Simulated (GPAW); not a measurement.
## 1 ML Ni on Cu(111), fcc site, 3 substrate layers: parallel, opposed and spinless runs

Does 1 ML Ni on Cu(111), fcc site, 3 substrate layers prefer parallel or opposed moments, or none?

Program: GPAW 26.7.0. Level of theory: PBE; plane waves with GPAW's PAW setups, scalar-relativistic. Results are calculated unless marked as measured.

## 1. The starting structure

The cell holds 4 atoms: 3 Cu and 1 Ni. Its edges and angles: a = 2.556 Å, b = 2.556 Å, c = 20.215 Å, α = 90.0°, β = 90.0°, γ = 120.0°. pseudomorphic film on the substrate's lattice, hard-sphere layer spacings, unrelaxed, 14 A of vacuum. Vacuum lies along c.

Structure file:

```cif
data_structure
_symmetry_space_group_name_H-M 'P 1'
_symmetry_Int_Tables_number 1
_cell_length_a 2.5562
_cell_length_b 2.5562
_cell_length_c 20.2145
_cell_angle_alpha 90.000
_cell_angle_beta 90.000
_cell_angle_gamma 120.000
_cell_volume 114.39
loop_
_atom_site_label
_atom_site_type_symbol
_atom_site_fract_x
_atom_site_fract_y
_atom_site_fract_z
_atom_site_occupancy
Cu1 Cu 0.00000 0.00000 0.34629 1
Cu2 Cu 0.66667 0.33333 0.44953 1
Cu3 Cu 0.33333 0.66667 0.55278 1
Ni4 Ni 0.00000 0.00000 0.65371 1
```

## 2. Run 1 (ferro +)

The parallel start comes first: it fits the smallest cell, keeps the most symmetry and shows whether parallel moments form.

Input file order1.py:

```python
import json
import numpy as np
from ase import Atoms
from ase.parallel import paropen, parprint
from gpaw import GPAW

atoms = Atoms(['Cu', 'Cu', 'Cu', 'Ni'],
    cell=[[2.556191, 0.0, 0.0],
         [-1.278096, 2.213726, 0.0],
         [0.0, 0.0, 20.214529]],
    scaled_positions=[[0.0, 0.0, 0.346286],
         [0.666667, 0.333333, 0.449534],
         [0.333333, 0.666667, 0.552783],
         [0.0, 0.0, 0.653714]],
    pbc=True,
    magmoms=[0.0, 0.0, 0.0, 1.0])
atoms.calc = GPAW(mode={'name': 'pw', 'ecut': 500},
    xc='PBE',
    kpts={'size': (16, 16, 1), 'gamma': True},
    occupations={'name': 'fermi-dirac', 'width': 0.05},
    convergence={'density': 1e-05, 'energy': 1e-05},
    maxiter=250,
    symmetry={'tolerance': 1e-4},
    txt='order1.txt')
e = atoms.get_potential_energy(force_consistent=True)
res = {'free_energy': e, 'energy_sigma0': atoms.get_potential_energy(), 'fermi_energy': atoms.calc.get_fermi_level()}
res['moments'] = atoms.get_magnetic_moments().tolist()
res['total'] = atoms.get_magnetic_moment()
parprint('site moments (muB):', np.round(res['moments'], 3))
parprint(f"total moment: {res['total']:.3f} muB")
parprint(f'free energy: {e:.6f} eV')
atoms.calc.write('order1.gpw')
with paropen('results.json', 'w') as f:
    json.dump(res, f)
```

The run is started by

```sh
> OMP_NUM_THREADS=1 mpirun -n 4 gpaw python order1.py > order1.log
```

What it wrote:

```text
site moments (muB): [-0.002 -0.003 -0.005  0.155]
total moment: 0.126 muB
free energy: -17.100209 eV

--- order1.txt ---
Input parameters:
  mode=PW(ecut=500),
  convergence={'density': 1e-05, 'energy': 1e-05},
  kpts=MonkhorstPack(size=(16, 16, 1), gamma=True),
  maxiter=250,
  occupations=Occupations(name='fermi-dirac', width=0.05),
  symmetry=Symmetry(tolerance=0.0001),
  xc=XC(name='PBE')

Diagonalizing LCAO Hamiltonian
Converting LCAO to pw mode

       Ni

        Cu

           Cu

       Cu

Atoms  # Å, Bohr magnetons
|   | symbol |         x |        y |         z |    initial magnetic moments |
|---|--------|-----------|----------|-----------|-----------------------------|
| 0 |     Cu |  0.000000 | 0.000000 |  7.000008 | ( 0.0000,  0.0000,  0.0000) |
| 1 |     Cu |  1.278097 | 0.737908 |  9.087118 | ( 0.0000,  0.0000,  0.0000) |
| 2 |     Cu | -0.000002 | 1.475818 | 11.174248 | ( 0.0000,  0.0000,  0.0000) |
| 3 |     Ni |  0.000000 | 0.000000 | 13.214521 | ( 0.0000,  0.0000,  1.0000) |

Unit cell  # Å
| periodic |         x |        y |         z |   lengths |     angles |
|----------|-----------|----------|-----------|-----------|------------|
|      yes |  2.556191 | 0.000000 |  0.000000 |  2.556191 |  90.000000 |
|      yes | -1.278096 | 2.213726 |  0.000000 |  2.556191 |  90.000000 |
|      yes |  0.000000 | 0.000000 | 20.214529 | 20.214529 | 120.000014 |

Number of symmetries: 6

BZ-sampling:
  Number of BZ points: 256
  Number of IBZ points: 30

  Monkhorst-Pack size: [16, 16, 1]
  Monkhorst-Pack shift: [0.03125, 0.03125, 0.0]

K-points  # in reciprocal-cell coordinates
|     |                                coordinates |     weight |
|-----|--------------------------------------------|------------|
|   0 | (  0.00000000,   0.00000000,   0.00000000) | 0.00390625 |
|   1 | (  0.06250000,   0.00000000,   0.00000000) | 0.02343750 |
|   2 | (  0.12500000,  -0.06250000,   0.00000000) | 0.02343750 |
|   3 | (  0.12500000,   0.00000000,   0.00000000) | 0.02343750 |
|   4 | (  0.18750000,  -0.06250000,   0.00000000) | 0.04687500 |
|   5 | (  0.18750000,   0.00000000,   0.00000000) | 0.02343750 |
|   6 | (  0.25000000,  -0.12500000,   0.00000000) | 0.02343750 |
|   7 | (  0.25000000,  -0.06250000,   0.00000000) | 0.04687500 |
|   8 | (  0.25000000,   0.00000000,   0.00000000) | 0.02343750 |
|   9 | (  0.31250000,  -0.12500000,   0.00000000) | 0.04687500 |
| ... |                                            |            |
|  29 | (  0.50000000,   0.50000000,   0.00000000) | 0.01171875 |

Plane wave coefficients: 2927
Cutoff: 500.0 eV

Spin-components: 2 (collinear spins)
Bands:           34
Projectors:      24
Spin-degeneracy: 1
Datatype:        complex128

Parallelization:
  kpt:    4
  domain: 1
  band:   1

Density:
  Valence electrons: 49.0
  Components: 2
  Grid points: [ 14  14 105]
  Charge: 0.0  # |e|

Potential:
  Grid points: [ 14  14 105]

species:
  Cu:
    name:    Copper
    Z:       29.0
    valence: 11
    core:    18
    charge:  0.0  # [|e|]
    compensation charges:
      type: gauss
      rc: 0.33  # [Å]
      lmax: 2
    cutoffs:
      filter: 2.06  # [Å]
      core: 2.43  # [Å]
    projectors
    | kind |    occ | energy [eV] | rcut [Å] |
    |------|--------|-------------|----------|
    |   4s |  1.000 |      -4.609 |    1.164 |
    |   4p |  0.000 |      -0.698 |    1.164 |
    |   3d | 10.000 |      -5.039 |    1.058 |
    |    s |        |      22.603 |    1.164 |
    |    p |        |      26.513 |    1.164 |
    |    d |        |      22.172 |    1.058 |

    Using partial waves for Cu as LCAO basis

  Ni:
    name:    Nickel
    Z:       28.0
    valence: 16
    core:    12
    charge:  0.0  # [|e|]
    compensation charges:
      type: gauss
      rc: 0.36  # [Å]
      lmax: 2
    cutoffs:
      filter: 2.14  # [Å]
      core: 1.98  # [Å]
    projectors
    | kind |    occ | energy [eV] | rcut [Å] |
    |------|--------|-------------|----------|
    |   4s |  2.000 |      -5.642 |    1.164 |
    |   3p |  6.000 |     -71.394 |    1.207 |
    |   4p |  0.000 |      -1.226 |    1.207 |
    |   3d |  8.000 |      -8.875 |    1.138 |
    |    s |        |      21.570 |    1.164 |
    |    d |        |      18.337 |    1.138 |

    Using partial waves for Ni as LCAO basis

Reference energy: -176432.353971  # eV

eigensolver:
  PPCG
  Converge bands: occupied
  niter=2

density mixing:
  MSR1-Mixer
  Pratt-step length: 0.05
  Maximum mixing coefficient: 0.75
  Old densities: 10
  SVD Regularization: 0.005
  Good broyden scale: 1.0
  Trust region scale: 1.0
  Backstep threshold: 4.0
  History deletion threshold: 6.0
  Fourier metric: weight=20.0, sigma=0.015

occupation numbers:
  Fermi-Dirac:
    width: 0.0500  # eV

poisson solver:
  ecut: 4000.0  # eV

xc functional:
  name: PBE with 2 nearest neighbor stencil

convergence criteria:
- Maximum integral of absolute [dens]ity change: 1e-05 electrons / valence electron
- Maximum [total energy] change in last 3 cyles: 1e-05 eV / valence electron
- Maximum integral of absolute [eigenst]ate change: 4e-08 eV^2 / valence electron
maximum number of iterations: 250

SCF iterations
|iter     |      energy | eigst |  dens |  magmom |
|---------|-------------|-------|-------|---------|
|iter:   1|       0s |  -24.886363 | +0.26 |       |  +1.0009|
|iter:   2|       2s |  -22.311796 | -0.86 | -0.79 |  +0.9530|
|iter:   3|       4s |  -19.334468 | -1.40 | -0.89 |  +0.9785|
|iter:   4|       5s |  -17.750940 | -1.65 | -0.97 |  +0.9359|
|iter:   5|       7s |  -17.237445 | -1.87 | -1.30 |  +0.9104|
|iter:   6|       9s |  -17.104497 | -2.11 | -1.43 |  +0.8450|
|iter:   7|      11s |  -17.101734 | -3.44 | -1.74 |  +0.8162|
|iter:   8|      13s |  -17.075649 | -3.05 | -1.72 |  +0.7136|
|iter:   9|      15s |  -17.074290 | -3.43 | -1.96 |  +0.6628|
|iter:  10|      17s |  -17.075581 | -3.60 | -2.05 |  +0.5712|
|iter:  11|      19s |  -17.076220 | -3.83 | -2.34 |  +0.5135|
|iter:  12|      21s |  -17.081154 | -4.24 | -2.53 |  +0.4399|
|iter:  13|      23s |  -17.080311 | -4.19 | -2.42 |  +0.4123|
|iter:  14|      25s |  -17.084203 | -4.10 | -2.59 |  +0.3031|
|iter:  15|      27s |  -17.087727 | -3.76 | -2.56 |  +0.1956|
|iter:  16|      29s |  -17.088607 | -3.60 | -2.50 |  +0.1080|
|iter:  17|      31s |  -17.087788 | -4.30 | -2.69 |  +0.1422|
|iter:  18|      33s |  -17.087651 | -4.82 | -2.95 |  +0.1409|
|iter:  19|      34s |  -17.088455 | -4.96 | -3.03 |  +0.1354|
|iter:  20|      36s |  -17.088000 | -5.58 | -3.18 |  +0.1400|
|iter:  21|      38s |  -17.088193c| -5.74 | -3.56 |  +0.1371|
|iter:  22|      40s |  -17.088150c| -6.33 | -3.73 |  +0.1355|
|iter:  23|      42s |  -17.088170c| -6.18 | -3.99 |  +0.1324|
|iter:  24|      44s |  -17.088286c| -6.31 | -4.15 |  +0.1282|
|iter:  25|      46s |  -17.088220c| -6.02 | -4.01 |  +0.1254|
|iter:  26|      48s |  -17.088255c| -6.58 | -4.01 |  +0.1254|
|iter:  27|      50s |  -17.088246c| -7.56c| -4.61 |  +0.1258|
|iter:  28|      51s |  -17.088245c| -7.83c| -5.04c|  +0.1258|

Converged in 28 steps
Energy contributions relative to reference atoms: (reference = -176432.353971)

Energy contributions:
  Kinetic:         -32.979290
  Coulomb:          26.061973
  Zero:              0.320541
  External:          0.000000
  Xc:              -10.479505
  Entropy:          -0.023928
  Spinorbit:         0.000000
  ----------------------------
  Free energy:     -17.100209
  Extrapolated:    -17.088245

dipole moment: (-5.365741, -9.294603, -0.023874)  # |e|*Ang

Total magnetic moment: (0.000000, 0.000000, 0.125816)

Local magnetic moments
|        x |        y |         z |
|----------|----------|-----------|
| 0.000000 | 0.000000 | -0.001677 |  # Cu   0
| 0.000000 | 0.000000 | -0.002543 |  # Cu   1
| 0.000000 | 0.000000 | -0.004823 |  # Cu   2
| 0.000000 | 0.000000 |  0.155450 |  # Ni   3

Fermi level: 0.369
Eigenvalues  # (at kpt = [0.000, 0.000, 0.000])
| band index |      eig [eV] | occ [0-1] |      eig [eV] | occ [0-1] |
|------------|---------------|-----------|---------------|-----------|
|          0 |       -62.753 |     1.000 |       -62.547 |     1.000 |
|        ... |               |           |               |           |
|         19 |        -1.486 |     1.000 |        -1.412 |     1.000 |
|         20 |        -1.335 |     1.000 |        -1.330 |     1.000 |
|         21 |        -1.335 |     1.000 |        -1.330 |     1.000 |
|         22 |        -0.950 |     1.000 |        -0.789 |     1.000 |
|         23 |        -0.950 |     1.000 |        -0.789 |     1.000 |
|         24 |        -0.493 |     1.000 |        -0.462 |     1.000 |
|         25 |         0.176 |     0.980 |         0.321 |     0.724 |
|         26 |         0.176 |     0.980 |         0.321 |     0.724 |
|         27 |         0.517 |     0.049 |         0.508 |     0.059 |
|         28 |         4.824 |     0.000 |         4.825 |     0.000 |
|         29 |         5.132 |     0.000 |         5.127 |     0.000 |
|         30 |         6.579 |     0.000 |         6.576 |     0.000 |
|         31 |         6.901 |     0.000 |         6.901 |     0.000 |
|         32 |         9.281 |     0.000 |         9.276 |     0.000 |
|         33 |         9.878 |     0.000 |         9.879 |     0.000 |

No gap
No difference between direct/indirect transitions
```

Elapsed: 56 s, on 4 MPI ranks of Arm Neoverse V2, shared host; peak memory 0.92 GiB; 3.8 min of CPU time.

Spin moment in the augmentation sphere by atom:

```tsv
atom	spin moment in the augmentation sphere (μB)
Cu1	-0.002
Cu2	-0.003
Cu3	-0.005
Ni4	0.155
```

Numbers from this step:

```
magnetization : 0.1258 μB
final state   : ferromagnetic
```

After 28 cycles the largest moment stands at 0.155 μB.

## 3. Run 2 (antiferro q=(0,1/2,0) +-)

Another pattern of signs weighs the neighbour shells otherwise.

The cell is doubled to 8 atoms to hold this order. Its mesh is chosen so that both cells sample the same points.

Input file order2.py:

```python
import json
import numpy as np
from ase import Atoms
from ase.parallel import paropen, parprint
from gpaw import GPAW

atoms = Atoms(['Cu', 'Cu', 'Cu', 'Cu', 'Cu', 'Cu', 'Ni', 'Ni'],
    cell=[[2.556191, 0.0, 0.0],
         [-2.556192, 4.427452, 0.0],
         [0.0, 0.0, 20.214529]],
    scaled_positions=[[0.0, 0.0, 0.346286],
         [0.0, 0.5, 0.346286],
         [0.666667, 0.1666665, 0.449534],
         [0.666667, 0.6666665, 0.449534],
         [0.333333, 0.3333335, 0.552783],
         [0.333333, 0.8333335, 0.552783],
         [0.0, 0.0, 0.653714],
         [0.0, 0.5, 0.653714]],
    pbc=True,
    magmoms=[0.0, 0.0, 0.0, 0.0, 0.0, 0.0, 1.0, -1.0])
atoms.calc = GPAW(mode={'name': 'pw', 'ecut': 500},
    xc='PBE',
    kpts={'size': (16, 8, 1), 'gamma': True},
    occupations={'name': 'fermi-dirac', 'width': 0.05},
    convergence={'density': 1e-05, 'energy': 1e-05},
    maxiter=250,
    symmetry={'tolerance': 1e-4},
    txt='order2.txt')
e = atoms.get_potential_energy(force_consistent=True)
res = {'free_energy': e, 'energy_sigma0': atoms.get_potential_energy(), 'fermi_energy': atoms.calc.get_fermi_level()}
res['moments'] = atoms.get_magnetic_moments().tolist()
res['total'] = atoms.get_magnetic_moment()
parprint('site moments (muB):', np.round(res['moments'], 3))
parprint(f"total moment: {res['total']:.3f} muB")
parprint(f'free energy: {e:.6f} eV')
atoms.calc.write('order2.gpw')
with paropen('results.json', 'w') as f:
    json.dump(res, f)
```

The run is started by

```sh
> OMP_NUM_THREADS=1 mpirun -n 4 gpaw python order2.py > order2.log
```

What it wrote:

```text
Input parameters:
  mode=PW(ecut=500),
  convergence={'density': 1e-05, 'energy': 1e-05},
  kpts=MonkhorstPack(size=(16, 8, 1), gamma=True),
  maxiter=250,
  occupations=Occupations(name='fermi-dirac', width=0.05),
  symmetry=Symmetry(tolerance=0.0001),
  xc=XC(name='PBE')

Diagonalizing LCAO Hamiltonian
Converting LCAO to pw mode

         Ni
          Ni

           Cu

            Cu
              Cu

         Cu
          Cu

Atoms  # Å, Bohr magnetons
|   | symbol |         x |        y |         z |    initial magnetic moments |
|---|--------|-----------|----------|-----------|-----------------------------|
| 0 |     Cu |  0.000000 | 0.000000 |  7.000008 | ( 0.0000,  0.0000,  0.0000) |
| 1 |     Cu | -1.278096 | 2.213726 |  7.000008 | ( 0.0000,  0.0000,  0.0000) |
| 2 |     Cu |  1.278097 | 0.737908 |  9.087118 | ( 0.0000,  0.0000,  0.0000) |
| 3 |     Cu |  0.000001 | 2.951634 |  9.087118 | ( 0.0000,  0.0000,  0.0000) |
| 4 |     Cu | -0.000002 | 1.475818 | 11.174248 | ( 0.0000,  0.0000,  0.0000) |
| 5 |     Cu | -1.278098 | 3.689544 | 11.174248 | ( 0.0000,  0.0000,  0.0000) |
| 6 |     Ni |  0.000000 | 0.000000 | 13.214521 | ( 0.0000,  0.0000,  1.0000) |
| 7 |     Ni | -1.278096 | 2.213726 | 13.214521 | ( 0.0000,  0.0000, -1.0000) |

Number of symmetries: 1

BZ-sampling:
  Number of BZ points: 128
  Number of IBZ points: 66

  Monkhorst-Pack size: [16, 8, 1]
  Monkhorst-Pack shift: [0.03125, 0.0625, 0.0]

Plane wave coefficients: 5852
Cutoff: 500.0 eV

Spin-components: 2 (collinear spins)
Bands:           63
Projectors:      48
Spin-degeneracy: 1
Datatype:        complex128

Parallelization:
  kpt:    4
  domain: 1
  band:   1

Density:
  Valence electrons: 98.0
  Components: 2
  Grid points: [ 14  27 105]
  Charge: 0.0  # |e|

Potential:
  Grid points: [ 14  27 105]

[... setups left out ...]
Reference energy: -352864.707941  # eV

convergence criteria:
- Maximum integral of absolute [dens]ity change: 1e-05 electrons / valence electron
- Maximum [total energy] change in last 3 cyles: 1e-05 eV / valence electron
- Maximum integral of absolute [eigenst]ate change: 4e-08 eV^2 / valence electron
maximum number of iterations: 250

SCF iterations
|iter     |      energy | eigst |  dens |  magmom |
|---------|-------------|-------|-------|---------|
|iter:   1|       0s |  -49.714340 | +0.41 |       |  +0.0000|
|iter:   2|      19s |  -44.388579 | -0.39 | -0.79 |  +0.0000|
|iter:   3|      38s |  -38.802981 | -0.97 | -0.90 |  +0.0000|
|iter:   4|      57s |  -35.446447 | -1.27 | -0.97 |  +0.0000|
|iter:   5|      76s |  -34.424485 | -1.51 | -1.32 |  +0.0000|
|iter:   6|      95s |  -34.167022 | -1.62 | -1.43 |  +0.0000|
|iter:   7|     114s |  -34.165343 | -2.89 | -1.71 |  -0.0000|
|iter:   8|     133s |  -34.121476 | -2.73 | -1.72 |  +0.0000|
|iter:   9|     152s |  -34.152020 | -2.84 | -1.95 |  -0.0001|
|iter:  10|     171s |  -34.165503 | -2.82 | -2.03 |  +0.0004|
[... 56 iterations left out ...]
|iter:  67|    1260s |  -34.176110c| -6.88 | -4.69 |  +0.0033|
|iter:  68|    1279s |  -34.176118c| -7.57c| -4.91 |  +0.0055|
|iter:  69|    1298s |  -34.176154c| -5.67 | -4.85 |  +0.0284|
|iter:  70|    1317s |  -34.176156c| -7.71c| -4.39 |  +0.0285|
|iter:  71|    1336s |  -34.176148c| -7.12 | -4.35 |  +0.0242|
|iter:  72|    1356s |  -34.176160c| -6.91 | -4.47 |  +0.0296|
|iter:  73|    1375s |  -34.176089c| -6.39 | -4.38 |  +0.0198|
|iter:  74|    1394s |  -34.176128c| -7.33 | -4.35 |  +0.0177|
|iter:  75|    1413s |  -34.176123c| -7.67c| -4.61 |  +0.0159|
|iter:  76|    1432s |  -34.176120c| -7.71c| -4.66 |  +0.0141|
```

Wall time 25 min (4 MPI ranks); peak memory 1.9 GiB.

The run was cut off at its time limit.

It was cut off while still iterating. More time helps where the residual falls; where it has stalled, the mixing must change.

## 4. Start 3: no spin polarisation

This run holds no moments, which gives a state to set the others against.

Input file nospin.py:

```python
import json
import numpy as np
from ase import Atoms
from ase.parallel import paropen, parprint
from gpaw import GPAW

atoms = Atoms(['Cu', 'Cu', 'Cu', 'Ni'],
    cell=[[2.556191, 0.0, 0.0],
         [-1.278096, 2.213726, 0.0],
         [0.0, 0.0, 20.214529]],
    scaled_positions=[[0.0, 0.0, 0.346286],
         [0.666667, 0.333333, 0.449534],
         [0.333333, 0.666667, 0.552783],
         [0.0, 0.0, 0.653714]],
    pbc=True)
atoms.calc = GPAW(mode={'name': 'pw', 'ecut': 500},
    xc='PBE',
    kpts={'size': (16, 16, 1), 'gamma': True},
    occupations={'name': 'fermi-dirac', 'width': 0.05},
    convergence={'density': 1e-05, 'energy': 1e-05},
    maxiter=250,
    symmetry={'tolerance': 1e-4},
    txt='nospin.txt')
e = atoms.get_potential_energy(force_consistent=True)
res = {'free_energy': e, 'energy_sigma0': atoms.get_potential_energy(), 'fermi_energy': atoms.calc.get_fermi_level()}
parprint(f'free energy: {e:.6f} eV')
atoms.calc.write('nospin.gpw')
with paropen('results.json', 'w') as f:
    json.dump(res, f)
```

The run is started by

```sh
> OMP_NUM_THREADS=1 mpirun -n 4 gpaw python nospin.py > nospin.log
```

What it wrote:

```text
free energy: -17.099939 eV

--- nospin.txt ---
Input parameters:
  mode=PW(ecut=500),
  convergence={'density': 1e-05, 'energy': 1e-05},
  kpts=MonkhorstPack(size=(16, 16, 1), gamma=True),
  maxiter=250,
  occupations=Occupations(name='fermi-dirac', width=0.05),
  symmetry=Symmetry(tolerance=0.0001),
  xc=XC(name='PBE')

Diagonalizing LCAO Hamiltonian
Converting LCAO to pw mode

       Ni

        Cu

           Cu

[...]
|          0 |       -62.641 |     2.000 |
|        ... |               |           |
|         19 |        -1.441 |     2.000 |
|         20 |        -1.337 |     2.000 |
|         21 |        -1.337 |     2.000 |
|         22 |        -0.863 |     2.000 |
[...]
|         30 |         6.577 |     0.000 |
|         31 |         6.901 |     0.000 |
|         32 |         9.357 |     0.000 |
|         33 |         9.895 |     0.000 |

No gap
No difference between direct/indirect transitions

[key lines of the parts left out:]
Free energy:     -17.099939
Converged in 18 steps
dipole moment: (-5.365880, -9.294503, -0.024617)  # |e|*Ang
Fermi level: 0.359
```

It took 21 s on 4 MPI ranks; peak memory 0.81 GiB; 82 s of CPU time.

This step gave:

| Property | Result |
| --- | --- |
| final state | non-magnetic (no spin polarisation) |

It lies 0.270 meV a seeded atom over the first start.

## 5. Ranking

These are free energies at a smearing of 0.05 eV, so its entropy term is in the differences. They are divided by the number of seeded atoms, so that cells of unlike size compare. Wavevectors q in the names are fractions of the reciprocal vectors of the first run's cell.

Orders:

```tsv
start	final state	typed order kept	energy over the lowest (meV a seeded atom)	largest site moment (μB)	net moment (μB a primitive cell)	mesh matched	CPU time (s)
ferro +	ferromagnetic	yes	0	0.1555	0.1258	yes	225.6
no spin polarisation	non-magnetic	-	0.2701	0	0	yes	82.21
```

## 6. Results

```
lower run                          : with moments
largest site moment                : 0.155 μB
next state                         : non-magnetic, 0.270 meV a seeded atom higher
energy gained by spin polarisation : 0.270 meV a seeded atom
```

No opposed order could be compared. The parallel start holds moments up to 0.155 μB. The two lowest states lie so close that the mesh, the functional or spin–orbit coupling could swap them. Spin polarisation gains little. 1 start gave no converged result and is missing from the ranking; where cut off, the energy had nearly settled, +0.2 meV a seeded atom from the lowest, so the ranking at the top is open. No antiferromagnetic order was obtained, so the session says nothing on how the moments order.

[Logs and program files are shortened in this print: banners, set-up blocks, solver, clock and traceback lines can be left out without a mark of their own.]

[Logs are printed without paths, hosts, clocks, repeated set-up lines and the standing remarks that a program may print on its own settings, such as how far it seeks lower states.]

[Hosts, paths, dates, database ids (printed as entryN), source tags and the programs' standing remarks are cut or masked in the printed files.]

[Where a cell is said to come from a database of computed structures, the database is the Materials Project.]
